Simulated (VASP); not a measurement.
# Se (P3_121) in VASP: further runs, part 2 of 3

VASP 6.6.1. Earlier steps stand in the parts before.

## 3. Dielectric tensor, LDA

Contents of INCAR:

```
PREC = Accurate
ENCUT = 520
EDIFF = 1E-8
ISMEAR = 0
SIGMA = 0.01
LREAL = False
LASPH = True
NELM = 100
ALGO = Normal
ISIF = 2
LWAVE = False
LCHARG = False
LEPSILON = True
```

Contents of KPOINTS:

```
regular mesh
0
Gamma
  8 8 7
```

Contents of POSCAR:

```
Se
1.0
    4.3662000000      0.0000000000      0.0000000000
   -2.1831000000      3.7812401180      0.0000000000
    0.0000000000      0.0000000000      4.9536000000
Se
3
Direct
    0.7746000000      0.7746000000      0.0000000000
    0.0000000000      0.2254000000      0.6666666667
    0.2254000000      0.0000000000      0.3333333333
```

Potentials or basis: VASP PAW LDA potentials, release 64 (Se).

Run with:

```sh
$ cat potpaw_LDA.64/Se/POTCAR > POTCAR
$ mpirun -np 1 vasp_std > vasp.out
```

OUTCAR:

```text
PREC = Accurate
   ENCUT = 520
   EDIFF = 1E-8
   ISMEAR = 0
   LREAL = False
   LASPH = True
   NELM = 100
   ISIF = 2
   LEPSILON = True

 Found     55 irreducible k-points:

 Following reciprocal coordinates:
            Coordinates               Weight
  0.000000  0.000000  0.000000      1.000000
  0.125000  0.000000  0.000000      6.000000
  0.250000  0.000000  0.000000      6.000000
  0.375000  0.000000  0.000000      6.000000
  0.500000  0.000000  0.000000      3.000000
  0.125000  0.125000  0.000000      6.000000
   k-points           NKPTS =     55   k-points in BZ     NKDIM =     55   number of bands    NBANDS=     13
   number of dos      NEDOS =    301   number of ions     NIONS =      3
   total plane-waves  NPLWV =  40960
   dimension x,y,z NGX =    32 NGY =   32 NGZ =   40
   dimension x,y,z NGXF=    64 NGYF=   64 NGZF=   80
   ions per type =               3
   NGX,Y,Z   is equivalent  to a cutoff of  12.18, 12.18, 13.42 a.u.
   NGXF,Y,Z  is equivalent  to a cutoff of  24.37, 24.37, 26.85 a.u.
 SYSTEM =  unknown system
   PREC   = accura    normal or accurate (medium, high low for compatibility)
   ISTART =      0    job   : 0-new  1-cont  2-samecut
   ICHARG =      2    charge: 1-file 2-atom 10-const
   ISPIN  =      1    spin polarized calculation?
   LNONCOLLINEAR =      F non collinear calculations
   LSORBIT =      F    spin-orbit coupling
   LASPH  =      T    aspherical Exc in radial PAW
   ENCUT  =  520.0 eV  38.22 Ry    6.18 a.u.   8.12  8.12  9.21*2*pi/ulx,y,z
   NELM   =    100;   NELMIN=  2; NELMDL= -5     # of ELM steps
   EDIFF  = 0.1E-07   stopping-criterion for ELM
   LREAL  =      F    real-space projection
   EDIFFG = 0.1E-06   stopping-criterion for IOM
   NSW    =      0    number of steps for IOM
   IBRION =     -1    ionic relax: 0-MD 1-quasi-New 2-CG
   NFREE  =      0    steps in history (QN), initial steepest desc. (CG)
   ISIF   =      2    stress and relaxation
   ISYM   =      2    0-nonsym 1-usesym 2-fastsym
   POTIM  = 0.5000    time-step for ionic-motion
   TEBEG  =    0.0;   TEEND  =   0.0 temperature during run
   PSTRESS=    0.0 pullay stress
   NELECT =      18.0000    total number of electrons
   NUPDOWN=      -1.0000    fix difference up-down
   EMIN   =  10.00;   EMAX   =-10.00  energy-range for DOS
[... 172 lines left out ...]
  ---------------------------------------------------
  ---------------------------------------------------
  free energy    TOTEN  =        -2.12279125 eV

  energy without entropy =       -2.12279125

------------------------ aborting loop because EDIFF is reached ----------------------------------------

--------------------------------------- Ionic step        2  -------------------------------------------

------------------------ aborting loop because EDIFF is reached ----------------------------------------

--------------------------------------- Ionic step        3  -------------------------------------------

 Free energy of the ion-electron system (eV)
  ---------------------------------------------------
  ---------------------------------------------------
  free energy    TOTEN  =        -3.35169969 eV

  energy without entropy =       -3.35169969

------------------------ aborting loop because EDIFF is reached ----------------------------------------

 PIEZOELECTRIC TENSOR FIELD DIRECTION 3  (e Angst)
 -----------------------------------------------------------------------------
     0.00017  0.00000 -0.00000           (  0.00000 -0.00000 -0.00000)
    -0.00000  0.00017 -0.00000           ( -0.00000  0.00000 -0.00000)
    -0.00000  0.00000  0.00045           ( -0.00000 -0.00000 -0.00001)

 PIEZOELECTRIC TENSOR FIELD DIRECTION 3  (C/m^2)
 -----------------------------------------------------------------------------
     0.00003  0.00000 -0.00000
    -0.00000  0.00003 -0.00000
    -0.00000  0.00000  0.00009

 MACROSCOPIC STATIC DIELECTRIC TENSOR (including local field effects in DFT)
 ------------------------------------------------------
           9.965724     0.000000     0.000000
           0.000000     9.965724     0.000000
          -0.000000     0.000000    15.094539
 ------------------------------------------------------

 PIEZOELECTRIC TENSOR (including local field effects)  for field in x, y, z        (e  Angst)
          XX          YY          ZZ          XY          YZ          ZX
  --------------------------------------------------------------------------------
  x    -1.75829     1.75829     0.00000     0.00000     0.14494     0.00000
  y     0.00000    -0.00000     0.00000     1.75829     0.00000    -0.14495
  z     0.00000     0.00000     0.00000    -0.00000     0.00000     0.00000

 PIEZOELECTRIC TENSOR (including local field effects)  for field in x, y, z        (C/m^2)
          XX          YY          ZZ          XY          YZ          ZX
  --------------------------------------------------------------------------------
  x    -0.34446     0.34446     0.00000     0.00000     0.02840     0.00000
  y     0.00000    -0.00000     0.00000     0.34446     0.00000    -0.02840
  z     0.00000     0.00000     0.00000    -0.00000     0.00000     0.00000

 BORN EFFECTIVE CHARGES (including local field effects) (in |e|, cummulative output)
 ---------------------------------------------------------------------------------
 ion    1
    1    -0.43101     0.74653     0.36531
    2     0.74653     0.43101    -0.21091
    3     0.71812    -0.41461     0.00000
 ion    2
    1    -0.43101    -0.74653    -0.36531
    2    -0.74653     0.43101    -0.21091
    3    -0.71812    -0.41461     0.00000
 ion    3
    1     0.86202     0.00000     0.00000
    2     0.00000    -0.86202     0.42182
    3     0.00000     0.82921     0.00000
```

OSZICAR:

```text
N       E                     dE             d eps       ncg     rms          rms(c)
DAV:   1     0.874841881019E+02    0.87484E+02   -0.73667E+03  1438   0.115E+03
DAV:   2    -0.607284665080E+01   -0.93557E+02   -0.89452E+02  1993   0.178E+02
DAV:   3    -0.123878926030E+02   -0.63150E+01   -0.62771E+01  1705   0.542E+01
DAV:   4    -0.124502280902E+02   -0.62335E-01   -0.62269E-01  1715   0.632E+00
[... 11 lines left out ...]
RMM:   6    -0.335064410809E+01   -0.90235E-03   -0.71080E-05  3424   0.492E-02    0.245E-02
RMM:   7    -0.335144909862E+01   -0.80499E-03   -0.83542E-06  3431   0.196E-02    0.332E-03
RMM:   8    -0.335171159085E+01   -0.26249E-03   -0.21755E-06  3306   0.507E-03    0.109E-03
RMM:   9    -0.335170356442E+01    0.80264E-05   -0.92551E-07  3534   0.141E-03    0.136E-04
RMM:  10    -0.335169752616E+01    0.60383E-05   -0.19282E-07  3130   0.238E-04    0.819E-05
RMM:  11    -0.335169969073E+01   -0.21646E-05   -0.72027E-07  2297   0.831E-05    0.766E-06
```

stdout:

```text
POSCAR found type information on POSCAR Se
 POSCAR found :  1 types and       3 ions
 scaLAPACK will be used
 LDA part: xc-table for (Slater(with rela. corr.)+CA(PZ))
 , standard interpolation
 POSCAR, INCAR and KPOINTS ok, starting setup
 FFT: planning ... GRIDC
 FFT: planning ... GRID_SOFT
 FFT: planning ... GRID
 WAVECAR not read
 entering main loop
 Linear response reoptimize wavefunctions to high precision
 Linear response G [H, r] |phi>, progress :
  Direction:   1
 Linear response G [H, r] |phi>, progress :
  Direction:   2
 Linear response G [H, r] |phi>, progress :
  Direction:   3
 Linear response to external field (no local field effect), progress :
  Direction:   1
 dielectric tensor                  component  1 :    11.115    -0.004     0.791
 Linear response to external field (no local field effect), progress :
  Direction:   2
 dielectric tensor                  component  2 :     0.009    11.862    -3.991
 Linear response to external field (no local field effect), progress :
  Direction:   3
 dielectric tensor                  component  3 :     0.785    -3.989    16.357
 Linear response to external field, progress :
  Direction:   1
 dielectric tensor                  component  1 :     9.966    -0.267     0.928
 Linear response to external field, progress :
  Direction:   2
 dielectric tensor                  component  2 :     0.002     9.966     0.000
 Linear response to external field, progress :
  Direction:   3
 dielectric tensor                  component  3 :     0.748    -1.914    15.095
 Born effective charges drift removed
```

It took 7.2 min on 1 thread of AMD EPYC 9R45 (Zen 5), shared host; peak memory 0.54 GiB.

The run converged, but some of its settings lie outside the range that counts as converged, so its numbers aren't taken as properties of the crystal.

What came out:

```yaml
Band_gap_on_the_k_mesh: 1.10 eV, indirect (least direct gap 1.33 eV)
Electronic_dielectric_tensor_diagonal: 9.97, 9.97, 15.09
Born_charges_mean_of_the_diagonal: Se +0.00 e
```

Caveat: an odd mesh through Γ misses points on the zone boundary, where band edges often lie.

## 4. Dielectric tensor, LDA

INCAR, as its differences from that of step 3:

```diff
@@ -1,3 +1,3 @@
 PREC = Accurate
-ENCUT = 520
+ENCUT = 650
 EDIFF = 1E-8
```

KPOINTS is that of step 3.

POSCAR is that of step 3.

Potentials or basis: VASP PAW LDA potentials, release 64 (Se).

Run with:

```sh
$ cat potpaw_LDA.64/Se/POTCAR > POTCAR
$ mpirun -np 1 vasp_std > vasp.out
```

OUTCAR:

```text
PREC = Accurate
   ENCUT = 650
   EDIFF = 1E-8
   ISMEAR = 0
   LREAL = False
   LASPH = True
   NELM = 100
   ISIF = 2
   LEPSILON = True

 Found     55 irreducible k-points:

 Following reciprocal coordinates:
            Coordinates               Weight
  0.000000  0.000000  0.000000      1.000000
  0.125000  0.000000  0.000000      6.000000
  0.250000  0.000000  0.000000      6.000000
  0.375000  0.000000  0.000000      6.000000
  0.500000  0.000000  0.000000      3.000000
  0.125000  0.125000  0.000000      6.000000
   k-points           NKPTS =     55   k-points in BZ     NKDIM =     55   number of bands    NBANDS=     13
   number of dos      NEDOS =    301   number of ions     NIONS =      3
   total plane-waves  NPLWV =  54432
   dimension x,y,z NGX =    36 NGY =   36 NGZ =   42
   dimension x,y,z NGXF=    72 NGYF=   72 NGZF=   84
   ions per type =               3
   NGX,Y,Z   is equivalent  to a cutoff of  13.71, 13.71, 14.10 a.u.
   NGXF,Y,Z  is equivalent  to a cutoff of  27.41, 27.41, 28.19 a.u.
 SYSTEM =  unknown system
   PREC   = accura    normal or accurate (medium, high low for compatibility)
   ISTART =      0    job   : 0-new  1-cont  2-samecut
   ICHARG =      2    charge: 1-file 2-atom 10-const
   ISPIN  =      1    spin polarized calculation?
   LNONCOLLINEAR =      F non collinear calculations
   LSORBIT =      F    spin-orbit coupling
   LASPH  =      T    aspherical Exc in radial PAW
   ENCUT  =  650.0 eV  47.77 Ry    6.91 a.u.   9.08  9.08 10.30*2*pi/ulx,y,z
   NELM   =    100;   NELMIN=  2; NELMDL= -5     # of ELM steps
   EDIFF  = 0.1E-07   stopping-criterion for ELM
   LREAL  =      F    real-space projection
   EDIFFG = 0.1E-06   stopping-criterion for IOM
   NSW    =      0    number of steps for IOM
   IBRION =     -1    ionic relax: 0-MD 1-quasi-New 2-CG
   NFREE  =      0    steps in history (QN), initial steepest desc. (CG)
   ISIF   =      2    stress and relaxation
   ISYM   =      2    0-nonsym 1-usesym 2-fastsym
   POTIM  = 0.5000    time-step for ionic-motion
   TEBEG  =    0.0;   TEEND  =   0.0 temperature during run
   PSTRESS=    0.0 pullay stress
[... 173 lines left out ...]

 Free energy of the ion-electron system (eV)
  ---------------------------------------------------
  ---------------------------------------------------
  free energy    TOTEN  =        -2.12381273 eV

  energy without entropy =       -2.12381273

------------------------ aborting loop because EDIFF is reached ----------------------------------------

--------------------------------------- Ionic step        2  -------------------------------------------

------------------------ aborting loop because EDIFF is reached ----------------------------------------

--------------------------------------- Ionic step        3  -------------------------------------------

 Free energy of the ion-electron system (eV)
  ---------------------------------------------------
  ---------------------------------------------------
  free energy    TOTEN  =        -3.35350693 eV

  energy without entropy =       -3.35350693

------------------------ aborting loop because EDIFF is reached ----------------------------------------

 PIEZOELECTRIC TENSOR FIELD DIRECTION 3  (e Angst)
 -----------------------------------------------------------------------------
     0.00017  0.00000  0.00000           (  0.00000  0.00000  0.00000)
    -0.00000  0.00017  0.00000           (  0.00000  0.00000  0.00000)
     0.00000  0.00000  0.00045           (  0.00000  0.00000 -0.00001)

 PIEZOELECTRIC TENSOR FIELD DIRECTION 3  (C/m^2)
 -----------------------------------------------------------------------------
     0.00003  0.00000  0.00000
    -0.00000  0.00003  0.00000
     0.00000  0.00000  0.00009

 MACROSCOPIC STATIC DIELECTRIC TENSOR (including local field effects in DFT)
 ------------------------------------------------------
           9.965664     0.000000    -0.000000
          -0.000000     9.965664     0.000000
           0.000000     0.000000    15.094528
 ------------------------------------------------------

 PIEZOELECTRIC TENSOR (including local field effects)  for field in x, y, z        (e  Angst)
          XX          YY          ZZ          XY          YZ          ZX
  --------------------------------------------------------------------------------
  x    -1.75831     1.75831     0.00000     0.00000     0.14491     0.00000
  y     0.00000     0.00000     0.00000     1.75831     0.00000    -0.14491
  z     0.00000     0.00000     0.00000    -0.00000     0.00000     0.00000

 PIEZOELECTRIC TENSOR (including local field effects)  for field in x, y, z        (C/m^2)
          XX          YY          ZZ          XY          YZ          ZX
  --------------------------------------------------------------------------------
  x    -0.34447     0.34447     0.00000     0.00000     0.02839     0.00000
  y     0.00000     0.00000     0.00000     0.34447     0.00000    -0.02839
  z     0.00000     0.00000     0.00000    -0.00000     0.00000     0.00000

 BORN EFFECTIVE CHARGES (including local field effects) (in |e|, cummulative output)
 ---------------------------------------------------------------------------------
 ion    1
    1    -0.43101     0.74653     0.36534
    2     0.74653     0.43101    -0.21093
    3     0.71813    -0.41462    -0.00000
 ion    2
    1    -0.43101    -0.74653    -0.36534
    2    -0.74653     0.43101    -0.21093
    3    -0.71813    -0.41462    -0.00000
 ion    3
    1     0.86202     0.00000     0.00000
    2     0.00000    -0.86202     0.42185
    3    -0.00000     0.82923    -0.00000
```

OSZICAR:

```text
N       E                     dE             d eps       ncg     rms          rms(c)
DAV:   1     0.965267945030E+02    0.96527E+02   -0.83369E+03  1430   0.138E+03
DAV:   2    -0.518648501856E+01   -0.10171E+03   -0.97309E+02  1944   0.190E+02
DAV:   3    -0.123709146174E+02   -0.71844E+01   -0.71346E+01  1735   0.579E+01
DAV:   4    -0.124503280683E+02   -0.79413E-01   -0.79300E-01  1715   0.704E+00
[... 11 lines left out ...]
RMM:   6    -0.335244036232E+01   -0.91983E-03   -0.71285E-05  3425   0.494E-02    0.245E-02
RMM:   7    -0.335325328785E+01   -0.81293E-03   -0.84972E-06  3434   0.196E-02    0.330E-03
RMM:   8    -0.335351885500E+01   -0.26557E-03   -0.27680E-06  3306   0.505E-03    0.109E-03
RMM:   9    -0.335351081861E+01    0.80364E-05   -0.27751E-06  3537   0.140E-03    0.136E-04
RMM:  10    -0.335350477129E+01    0.60473E-05    0.10091E-07  3117   0.239E-04    0.816E-05
RMM:  11    -0.335350692926E+01   -0.21580E-05   -0.11978E-06  2285   0.834E-05    0.760E-06
```

stdout:

```text
POSCAR found type information on POSCAR Se
 POSCAR found :  1 types and       3 ions
 scaLAPACK will be used
 LDA part: xc-table for (Slater(with rela. corr.)+CA(PZ))
 , standard interpolation
 POSCAR, INCAR and KPOINTS ok, starting setup
 FFT: planning ... GRIDC
 FFT: planning ... GRID_SOFT
 FFT: planning ... GRID
 WAVECAR not read
 entering main loop
 Linear response reoptimize wavefunctions to high precision
 Linear response G [H, r] |phi>, progress :
  Direction:   1
 Linear response G [H, r] |phi>, progress :
  Direction:   2
 Linear response G [H, r] |phi>, progress :
  Direction:   3
 Linear response to external field (no local field effect), progress :
  Direction:   1
 dielectric tensor                  component  1 :    11.115    -0.004     0.791
 Linear response to external field (no local field effect), progress :
  Direction:   2
 dielectric tensor                  component  2 :     0.009    11.862    -3.991
 Linear response to external field (no local field effect), progress :
  Direction:   3
 dielectric tensor                  component  3 :     0.785    -3.989    16.357
 Linear response to external field, progress :
  Direction:   1
 dielectric tensor                  component  1 :     9.966    -0.267     0.928
 Linear response to external field, progress :
  Direction:   2
 dielectric tensor                  component  2 :     0.002     9.966     0.000
 Linear response to external field, progress :
  Direction:   3
 dielectric tensor                  component  3 :     0.748    -1.914    15.095
 Born effective charges drift removed
```

Run time: 11 min. Hardware: 1 thread of AMD EPYC 9R45 (Zen 5), shared host; peak memory 0.72 GiB.

The run converged, but some of its settings lie outside the range that counts as converged, so its numbers aren't taken as properties of the crystal.

Results:

* Band gap on the k mesh: 1.10 eV, indirect (least direct gap 1.33 eV)
* Electronic dielectric tensor (diagonal): 9.97, 9.97, 15.09
* Born charges (mean of the diagonal): Se +0.00 e

Caveat: an odd mesh through Γ misses points on the zone boundary, where band edges often lie.

(Continued in part 3 of 3.)
